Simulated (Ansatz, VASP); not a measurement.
**BN in VASP and in Ansatz**

```xyz
2
Lattice="0.0000 1.8075 1.8617 1.8075 0.0000 1.8617 1.8075 1.8075 0.0000" Properties=species:S:1:pos:R:3 pbc="T T T"
B     0.0000    0.0000    0.0000
N     2.7113    2.7113    2.7926
```

Change from the starting cell: zz strain of +3 %, crystal datasets.

Alike in both runs: task electric field gradients; functional PBE; k mesh 13 × 13 × 13; occupations fermi-dirac, width 0.03 eV; no spin polarisation.

|  | VASP | Ansatz |
| --- | --- | --- |
| version | VASP 6.6.1 | Ansatz 0.2.0 |
| potentials or method | VASP PAW PBE potentials, release 64 (B, N), cutoff 520 eV | all-electron PAW with datasets made for the crystal, scalar-relativistic |

|  | VASP | Ansatz | Ansatz less VASP |
| --- | --- | --- | --- |
| gap on the k mesh at the Fermi level (eV) | 4.24 | 4.25 | +0.008 |
| pressure (GPa) | -7.5 | -7.7 | -0.19 |
| largest component of the traceless stress (GPa) | 12.27 | 12.28 | +0.009 |
| Vzz of the field gradient on the site that differs most (V/Å²) | -1.1 | -0.8 | +0.24 |

Ansatz ran all-electron here, so the differences hold the error of VASP's frozen core and of both bases.

Caveats: an odd mesh through Γ misses points on the zone boundary, where band edges often lie.
